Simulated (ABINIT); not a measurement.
BAs, 2 atoms in the cell. The structure is cubic, space group F-43m (No. 216). Conventional cell: a = 4.810 Å, b = 4.810 Å, c = 4.810 Å, α = 90.00°, β = 90.00°, γ = 90.00°. As (site symmetry -43m) is surrounded by 4 B at 2.08 Å. B (site symmetry -43m) is surrounded by 4 As at 2.08 Å.  The cell isn't the ideal one: cell relaxed at zero pressure by an earlier run.

```yaml
Program: ABINIT 10.8.3 (patched build)
Task: GW quasiparticle levels
Functional: PBE
Potentials_or_basis: PseudoDojo NC SR PBE v0.4.1 standard
Cutoff: 1034 eV
k_mesh: 4 × 4 × 4
Occupations: fixed
Spin: no spin polarisation
Cutoff_smearing_ecutsm_Ha: 0.5
Cutoff_of_the_screening_Ha: 6
Bands_in_the_sums: 55
Wave-function_cutoff_in_the_screening_Ha: 23
Iterations: 4
Scheme: scCOHSEX+G0W0
Bands_updated: 17
Frequency_treatment: Godby-Needs plasmon pole
```

Potentials or basis: PseudoDojo NC SR PBE v0.4.1 standard.

The run is started by

```bash
$ abinit run.abi > log 2>&1
```

Hardware: 1 thread of Arm Neoverse V1, with other jobs on the host.

Estimate the wall time of this run.

Run time: 12 min on 1 thread of Arm Neoverse V1 (shared host), peak memory 0.28 GiB. Counts: scf iterations 14, mpi ranks 1, k points 8, bands 59, plane waves 2120.
